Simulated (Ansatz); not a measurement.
## How the conductance of CoSi2/AlP/CoSi2 changes with thickness

How fast does the current through CoSi2/AlP/CoSi2 fall with each added layer? Both electrodes are CoSi2 fluorite(111); the barrier is AlP zinc blende(111) (whole bilayers). In the first transport cell, after relaxation, the nearest pair of electrode and barrier is Si–P at 2.30 Å, along the normal, at the lower face and Si–Al at 2.52 Å, along the normal, at the upper one. All share a net of side 3.79 Å, which strains the lower electrode by +0.0 % and the barrier by -2.7 %, against typed lattice constants near PBE's. The first steps treat the bulk electrodes alone.

Method: PBE DFT, plane waves, PAW files, in the first sound run; inputs show where later runs differ, in Ansatz 0.2.0.

Report form: the programs' logs are mostly left out.

### Step 1. The structure

Symmetry: Fm-3m, No. 225, cubic system. Conventional cell: a = 5.360 Å, b = 5.360 Å, c = 5.360 Å, α = 90.00°, β = 90.00°, γ = 90.00°. Si has 4 Co at 2.32 Å nearest. Co has 8 Si at 2.32 Å nearest. Farther neighbours are not listed.

### Step 2. The strained electrode

The electrode is held to the junction's net and relaxed along the normal; its spacing is used for the ideal lead layers.

Input file input.yaml:

```yaml
crystal:
  lattice:
    - [3.79, 0.0, 0.0]
    - [-1.895, 3.2822362803, 0.0]
    - [0.0, 0.0, 9.283950671]
  atoms:
    - { symbol: Si, position: [0.0, 0.0, 0.0] }
    - { symbol: Co, position: [0.3333333333, 0.6666666667, 0.0833333333] }
    - { symbol: Si, position: [0.6666666667, 0.3333333333, 0.1666666667] }
    - { symbol: Si, position: [0.3333333333, 0.6666666667, 0.3333333333] }
    - { symbol: Co, position: [0.6666666667, 0.3333333333, 0.4166666667] }
    - { symbol: Si, position: [0.0, 0.0, 0.5] }
    - { symbol: Si, position: [0.6666666667, 0.3333333333, 0.6666666667] }
    - { symbol: Co, position: [0.0, 0.0, 0.75] }
    - { symbol: Si, position: [0.3333333333, 0.6666666667, 0.8333333333] }
kpoints:
  mp_grid: { grid: [12, 12, 3] }
scf:
  occupations: { method: fermi_dirac, width: 0.1 }
  max_iter: 150
hamiltonian:
  xc: pbe
relax:
  f_tol: 0.01
  max_steps: 40
  cell: { fix: [a, b, angles] }
```

Command:

```
> ansatz run input.yaml --threads 8 --pin off --max-ram 24576MiB --backend cpu --events-out ev --progress --plain --runs-dir out
```

Run time: 8.8 s. Hardware: 8 threads of Arm Neoverse V2, shared host; peak memory 0.71 GiB.

This run has no spin polarisation, although Co can carry a moment.

Little changed from the start: no atom moved by 0.005 Å and no cell edge by 0.1 %.

Numbers from this step:

- free energy: -19197.5981 eV
- Fermi energy: 12.86 eV
- pressure: 0.2106 GPa

### Step 3. Relaxing the interfaces

System of this step: CoSi2/AlP/CoSi2. The cell holds 14 atoms: 6 Si, 2 Co, 3 P and 3 Al. Cell: a = 3.790 Å, b = 3.790 Å, c = 34.084 Å, α = 90.0°, β = 90.0°, γ = 120.0°. Vacuum lies along c.

Tunnelling depends exponentially on distance, so the interfaces are relaxed first. A short slab in vacuum serves: only the barrier and the layers next to it are taken over, and later cells can add or drop layers in the barrier's middle. The dipole correction removes the field that unlike faces would set up across the vacuum.

Input file input.yaml:

```yaml
crystal:
  lattice:
    - [3.79, 0.0, 0.0]
    - [-1.895, 3.2822362803, 0.0]
    - [0.0, 0.0, 34.0835181675]
  atoms:
    - { symbol: Si, position: [0.33333333, 0.66666667, 0.2347175535] }
    - { symbol: Si, position: [0.0, 0.0, 0.2801155991] }
    - { symbol: Co, position: [0.33333333, 0.66666667, 0.3028146219] }
    - { symbol: Si, position: [0.66666667, 0.33333333, 0.3255136447] }
    - { symbol: P, position: [0.66666667, 0.33333333, 0.3909411628] }
    - { symbol: Al, position: [0.0, 0.0, 0.4147200647] }
    - { symbol: P, position: [0.0, 0.0, 0.4860567704] }
    - { symbol: Al, position: [0.33333333, 0.66666667, 0.5098356724] }
    - { symbol: P, position: [0.33333333, 0.66666667, 0.5811723781] }
    - { symbol: Al, position: [0.66666667, 0.33333333, 0.60495128] }
    - { symbol: Si, position: [0.66666667, 0.33333333, 0.6744863553] }
    - { symbol: Co, position: [0.0, 0.0, 0.6971853781] }
    - { symbol: Si, position: [0.33333333, 0.66666667, 0.7198844009] }
    - { symbol: Si, position: [0.0, 0.0, 0.7652824465] }
kpoints:
  mp_grid: { grid: [8, 8, 1] }
scf:
  occupations: { method: fermi_dirac, width: 0.1 }
  max_iter: 150
hamiltonian:
  xc: pbe
efield:
  axis: 3
  dipole_correction: true
relax:
  f_tol: 0.04
  max_steps: 60
output:
  forces: true
```

Elapsed: 14 s, on 8 threads; peak memory 1.2 GiB; 1.7 min of CPU time.

Step by step:

```csv
step,energy less that of the first step (eV),largest force component (eV/Å)
1,0.0000,1.5753
2,-0.2016,0.7623
3,-0.2698,0.1815
4,-0.2761,0.0820
5,-0.2781,0.0278
```

The run keeps the 6 symmetry operations that it works with, so distortions that break them were not tested.

The atoms that moved most (Å):

```csv
atom,dx,dy,dz,length
Co3,0.000,0.000,-0.192,0.192
Si11,0.000,0.000,0.176,0.176
Si1,0.000,0.000,-0.092,0.092
Si13,0.000,0.000,0.083,0.083
Si14,0.000,0.000,-0.063,0.063
Al6,0.000,0.000,0.058,0.058
Si4,0.000,0.000,-0.046,0.046
Al8,0.000,0.000,0.045,0.045
```

This step gave:

| Item | Value |
| --- | --- |
| free energy | -17948.5359 eV |
| Fermi energy | 2.415 eV |
| work function, upper face | 4.947 eV |
| work function, lower face | 5.471 eV |
| dipole moment | 0.03606 e·Å |
| dipole field | 0.01539 V/Å |

The largest force component on a free atom ends at 0.028 eV/Å. The work functions of the outer faces are 5.47 and 4.95 eV.

### Step 4. T(E) of the junction

This step: PBE DFT, plane waves, PAW files; ballistic transmission by layer matching between semi-infinite leads (Ansatz 0.2.0).

System of this step: CoSi2/AlP/CoSi2. The cell holds 58 atoms: 18 Co, 34 Si, 3 P and 3 Al. Cell: a = 3.790 Å, b = 3.790 Å, c = 77.098 Å, α = 90.0°, β = 90.0°, γ = 120.0°. Regions: left electrode, 26 atoms (9 Co and 17 Si); barrier, 6 atoms (3 P and 3 Al); right electrode, 26 atoms (17 Si and 9 Co). Vacuum lies along c.

The relaxed core is set between ideal electrode layers (this cell holds 6 atomic planes between the electrodes; where that differs from the relaxed slab, whole periods were copied in or cut out without a new relaxation), which the solver continues as semi-infinite leads. A wide energy window on a coarse mesh (12×12) shows where the Fermi level lies against the barrier's bands; the projected density of states shows how far the metals' states reach in.

Input file input.yaml:

```yaml
crystal:
  lattice:
    - [3.79, 0.0, 0.0]
    - [-1.895, 3.2822362803, 0.0]
    - [0.0, 0.0, 77.0982759398]
  atoms:
    - { symbol: Co, position: [0.66666667, 0.33333333, 0.0907932105] }
    - { symbol: Si, position: [0.0, 0.0, 0.1007937258] }
    - { symbol: Si, position: [0.66666667, 0.33333333, 0.1208926602] }
    - { symbol: Co, position: [0.0, 0.0, 0.1308931754] }
    - { symbol: Si, position: [0.33333333, 0.66666667, 0.1408936907] }
    - { symbol: Si, position: [0.0, 0.0, 0.1609926251] }
    - { symbol: Co, position: [0.33333333, 0.66666667, 0.1709931403] }
    - { symbol: Si, position: [0.66666667, 0.33333333, 0.1809936555] }
[... 46 atom lines left out ...]
    - { symbol: Co, position: [0.33333333, 0.66666667, 0.8691068246] }
    - { symbol: Si, position: [0.66666667, 0.33333333, 0.8791073398] }
    - { symbol: Si, position: [0.33333333, 0.66666667, 0.8992062742] }
    - { symbol: Co, position: [0.66666667, 0.33333333, 0.9092067895] }
kpoints:
  mp_grid: { grid: [8, 8, 1] }
scf:
  occupations: { method: fermi_dirac, width: 0.1 }
  max_iter: 150
hamiltonian:
  xc: pbe
output:
  transmission:
    kmesh: [12, 12]
    e_range: [-3, 3]
    de: 0.1
    leads: [[11, 14], [44, 47]]
  dos: { projected: true, e_range: [-6, 5], de: 0.05 }
  write_potential: true
  write_density: true
  volumetric_format: npy
  elf: true
```

Elapsed: 4 min, on 8 threads; peak memory 10 GiB; 30 min of CPU time.

Numbers from this step:

| Item | Value |
| --- | --- |
| free energy | -117790.3286 eV |
| Fermi energy | 8.979 eV |
| level to which the leads are filled | 0 eV from the Fermi level |
| transmission at the Fermi level (a spin, zone mean) | 0.01335 |
| channels of the lower lead | 1.271 |
| channels of the upper lead | 1.271 |
| potential step in the lower lead | 6.2 meV |
| potential step in the upper lead | 4.6 meV |

One spin. Transmission, zone mean against energy, zero at the Fermi level:

energy (eV), transmission, zone mean and a bar:
```
    -3.00      0.395 #################
    -2.90      0.577 #########################
    -2.80      0.488 #####################
    -2.60      0.329 ##############
    -2.40      0.209 #########
    -2.30      0.272 ############
    -2.20      0.175 #######
    -2.10      0.268 ###########
    -2.00      0.134 ######
    -1.90      0.227 ##########
    -1.80      0.166 #######
    -1.60      0.114 #####
    -1.30      0.017 
    -1.10      0.027 #
    -0.90      0.025 #
    -0.70      0.032 #
    -0.50      0.028 #
    -0.30      0.021 #
    -0.10      0.015 
     0.00      0.013 
     0.10      0.012 
     0.30      0.010 
     0.50      0.012 
     0.70      0.009 
     0.90      0.008 
     1.10      0.009 
     1.30      0.008 
     1.60      0.023 #
     1.80      0.089 ####
     2.00      0.274 ############
     2.20      0.451 ####################
     2.40      0.690 ##############################
     2.60      0.669 #############################
     2.80      0.605 ##########################
     3.00      0.453 ####################
```

One spin. Table of open channels, zone mean by energy, zero at the Fermi level:

```csv
energy (eV),lower lead,upper lead
-3.00,1.52,1.52
-2.80,1.31,1.31
-2.70,1.19,1.19
-2.50,1.15,1.15
-2.40,1.27,1.27
-2.20,1.56,1.56
-2.00,1.49,1.49
-1.90,1.89,1.88
-1.70,2.04,2.04
-1.50,1.28,1.28
-1.40,0.944,0.944
-1.20,1.59,1.59
-1.10,1.76,1.76
-0.90,1.55,1.55
-0.70,1.88,1.88
-0.60,1.88,1.88
-0.40,1.73,1.73
-0.20,1.56,1.56
-0.10,1.35,1.35
0.00,1.27,1.27
0.10,1.23,1.23
0.20,1.15,1.15
0.40,1.02,1.02
0.60,0.896,0.896
0.70,0.896,0.896
0.90,0.597,0.597
1.10,0.556,0.556
1.20,0.597,0.597
1.40,0.431,0.431
1.50,0.514,0.514
1.70,0.924,0.924
1.90,1.05,1.05
2.00,1.30,1.30
2.20,1.63,1.63
2.40,2.09,2.09
2.50,1.80,1.80
2.70,1.35,1.35
2.80,1.23,1.23
3.00,0.833,0.833
```

Transmission over k1 and k2. At 0.0000 eV from the Fermi level.

Ten even steps from '_' (0.0000) to '@' (0.0686):
```
__==..____..==__________
__..----__----..________
..__----....----__..____
______..++++++..________
__..--..++####++..--..__
__==----++##@@##++----==
____..--..++####++..--..
__________..++++++..____
..____..__----....----__
__________..----__----..
____________==..____..==
______..__________..____
```
Columns: k1 (b1) from -0.5 to 0.417; rows upwards: k2 (b2) from -0.5 to 0.417.

Open channels of the lower lead over k1 and k2. At 0.0000 eV from the Fermi level.

Values, 12 rows by 12 columns:
```
0.00 1.00 1.00 1.00 1.00 1.00 1.00 0.00 0.00 0.00 0.00 0.00
1.00 1.00 2.00 2.00 1.00 2.00 2.00 1.00 1.00 0.00 0.00 0.00
1.00 1.00 2.00 2.00 2.00 2.00 2.00 2.00 1.00 1.00 0.00 0.00
1.00 1.00 1.00 2.00 3.00 3.00 3.00 2.00 1.00 1.00 1.00 0.00
0.00 1.00 2.00 2.00 3.00 3.00 3.00 3.00 2.00 2.00 1.00 0.00
0.00 1.00 2.00 2.00 3.00 3.00 3.00 3.00 3.00 2.00 2.00 1.00
0.00 0.00 1.00 2.00 2.00 3.00 3.00 3.00 3.00 2.00 2.00 1.00
1.00 0.00 1.00 1.00 1.00 2.00 3.00 3.00 3.00 2.00 1.00 1.00
1.00 0.00 0.00 1.00 1.00 2.00 2.00 2.00 2.00 2.00 2.00 1.00
1.00 0.00 0.00 0.00 1.00 1.00 2.00 2.00 1.00 2.00 2.00 1.00
0.00 0.00 0.00 0.00 0.00 0.00 1.00 1.00 1.00 1.00 1.00 1.00
0.00 0.00 1.00 1.00 1.00 0.00 0.00 0.00 1.00 1.00 1.00 0.00
```
Columns: k1 (b1) from -0.5 to 0.417; rows upwards: k2 (b2) from -0.5 to 0.417.

Projected DOS an atom over height of the atomic layer and energy from the Fermi level. Layers: Co Si Si Co Si Si Co Si Si Co Si Si Co Si Si Co Si Si Co Si Si Co Si Si Co Si P Al P Al P Al Si Co Si Si Co Si Si Co Si Si Co Si Si Co Si Si Co Si Si Co Si Si Co Si Si Co; projections on atoms miss part of the total, and the computed bands can run out at the top of the range; a column is the mean of 4 neighbouring layers, the last of those left over.

Values in states/eV, 22 rows by 15 columns, each cell a mean:
```
0.22 0.25 0.24 0.20 0.23 0.24 0.26 0.33 0.25 0.22 0.24 0.24 0.24 0.28 0.18
0.35 0.41 0.40 0.36 0.40 0.41 0.46 0.58 0.40 0.34 0.40 0.42 0.38 0.43 0.29
0.26 0.49 0.61 0.62 0.64 0.59 0.55 0.52 0.57 0.62 0.64 0.61 0.55 0.40 0.19
0.42 0.34 0.22 0.23 0.20 0.27 0.44 0.60 0.27 0.24 0.21 0.22 0.28 0.39 0.45
0.44 0.41 0.39 0.31 0.36 0.37 0.48 0.51 0.35 0.32 0.35 0.36 0.38 0.40 0.51
0.62 0.50 0.56 0.60 0.59 0.54 0.47 0.35 0.49 0.60 0.61 0.58 0.53 0.52 0.69
0.38 0.31 0.30 0.34 0.29 0.26 0.33 0.21 0.24 0.32 0.28 0.30 0.33 0.30 0.43
0.34 0.12 0.10 0.10 0.10 0.10 0.12 0.10 0.16 0.13 0.10 0.10 0.11 0.14 0.53
0.33 0.15 0.15 0.16 0.17 0.16 0.15 0.06 0.23 0.17 0.15 0.15 0.15 0.16 0.47
0.43 0.23 0.24 0.27 0.25 0.30 0.28 0.09 0.37 0.27 0.24 0.24 0.27 0.24 0.61
0.98 0.49 0.45 0.53 0.43 0.55 0.64 0.05 0.47 0.52 0.45 0.44 0.58 0.43 1.49
1.80 0.66 0.71 1.02 0.69 0.56 0.79 0.12 0.80 0.97 0.71 0.73 1.00 0.60 2.84
1.98 0.82 0.81 1.39 0.76 0.86 1.39 0.30 0.94 1.33 0.80 0.78 1.42 0.90 2.28
1.70 1.29 1.27 2.33 1.29 1.28 1.10 0.62 1.25 2.39 1.28 1.28 2.34 1.22 1.16
0.84 0.65 0.67 1.10 0.70 0.61 0.67 0.87 0.76 1.12 0.65 0.67 1.06 0.64 0.68
0.84 0.53 0.51 0.73 0.50 0.51 0.70 0.81 0.57 0.72 0.52 0.52 0.71 0.57 0.85
0.78 0.51 0.51 0.63 0.51 0.62 0.73 0.68 0.48 0.70 0.53 0.53 0.68 0.63 0.70
0.79 0.93 0.96 1.09 0.95 0.95 0.63 0.53 0.76 1.03 0.94 0.93 1.07 0.93 0.46
0.39 0.61 0.61 0.67 0.63 0.59 0.45 0.33 0.60 0.71 0.62 0.62 0.66 0.55 0.23
0.25 0.40 0.40 0.39 0.41 0.38 0.25 0.25 0.39 0.37 0.39 0.40 0.39 0.38 0.18
0.19 0.28 0.27 0.25 0.27 0.29 0.23 0.39 0.30 0.26 0.28 0.26 0.24 0.28 0.13
0.18 0.29 0.27 0.25 0.27 0.27 0.42 0.78 0.28 0.25 0.27 0.28 0.24 0.28 0.13
```
Columns: height of the atomic layer (Å) from 8.55 to 69.7 (not evenly spaced); rows upwards: energy from the Fermi level (eV) from -6 to 5.

Electrostatic potential energy in the ca plane at fractional y = 0.333, with atoms of Co and Si and P and Al within 0.2 Å of it. With pseudopotentials it is smooth inside the atoms' cores, unlike the true potential.

Ten even steps from '0' (-45 eV) to '9' (13 eV), each cell a mean:
```
99999999999999999987899987789999999988788998
99999999999999999742379852368999999974236886
99999999999999998500048720027999999861004772
99999999999999998400048720027999999861003772
99999999999999999731378852258999999974236885
99999999999999999977789987789999999987778998
99999999999999999999999999999899999899999998
99999999999999999999988999988888988889999988
99999999999999999999988999988888988889999988
99999999999999999999999999998899998889999999
```
Columns run along c (16.0 Å, from fractional 0.00 to 0.21 of the cell; values clipped at the 3rd and 97th percentile), rows up along a (3.8 Å). Atoms in or near the plane, at fractional coordinates: Co at (0.09, 0.67), Si at (0.12, 0.67), Si at (0.18, 0.67).

ELF in the ca plane at fractional y = 0.333, with atoms of Co and Si and P and Al within 0.2 Å of it. It is the smooth field of the valence electrons, not physical close to the nuclei.

Ten even steps from '0' (0.02) to '9' (0.93), each cell a mean:
```
98521134554211247886445666776432234567655542
88520001221000124531268875566410012566446522
47520000000000012101189973324310001442337625
36520000000000012101189973324310001442337625
88520001111000124421279974456410012465346522
98520124554211246775346666776432123567655542
87422357887422357886322345555544455545544455
44223578999523467776300123334566666433333346
43224579999523567775200122234566666533333346
86422467897422467886311244444554455544444455
```
Columns run along c (16.0 Å, from fractional 0.46 to 0.67 of the cell), rows up along a (3.8 Å). Atoms in or near the plane, at fractional coordinates: Al at (0.55, 0.67), Si at (0.58, 0.67), Si at (0.64, 0.67).

Valence density in the ca plane at fractional y = 0.333, with atoms of Co and Si and P and Al within 0.2 Å of it. It is the smooth field of the valence electrons, not physical close to the nuclei.

Values in units of 1e0 e/Å³, 6 rows by 16 columns, each cell a mean:
```
0.7 0.3 0.4 0.2 0.1 0.2 0.4 0.3 0.3 0.6 0.2 0.1 0.1 0.1 0.1 0.2
6.4 0.4 0.2 0.2 0.0 0.1 0.3 0.3 0.6 0.4 0.3 0.0 0.0 0.0 0.0 0.1
3.9 0.4 0.3 0.2 0.1 0.1 0.3 0.3 0.6 0.5 0.2 0.0 0.1 0.0 0.0 0.1
0.4 0.3 0.4 0.3 0.2 0.2 0.3 0.2 0.2 0.4 0.2 0.1 0.2 0.1 0.1 0.2
0.3 0.2 0.3 0.4 0.3 0.4 0.3 0.1 0.1 0.2 0.1 0.1 0.4 0.3 0.1 0.3
0.3 0.2 0.3 0.4 0.3 0.4 0.3 0.1 0.1 0.2 0.1 0.1 0.4 0.2 0.1 0.2
```
Columns run along c (16.0 Å, from fractional 0.33 to 0.54 of the cell), rows up along a (3.8 Å). Atoms in or near the plane, at fractional coordinates: Si at (0.36, 0.67), Si at (0.42, 0.67), P at (0.45, 0.67).

At the Fermi level the transmission is 0.013, as a zone mean for one spin on this coarse mesh. At the Fermi level the layers of this cell's barrier hold from 0.026 to 0.16 states an eV and atom. In the worse lead the potential repeats within 6.2 meV, which the program lets pass.

(Part 1 of 3 ends here.)

[Logs are printed without paths, hosts, clocks, repeated set-up lines and the standing remarks that a program may print on its own settings, such as how far it seeks lower states.]

[Hosts, paths, dates, database ids (printed as entryN), source tags and the programs' standing remarks are cut or masked in the printed files.]
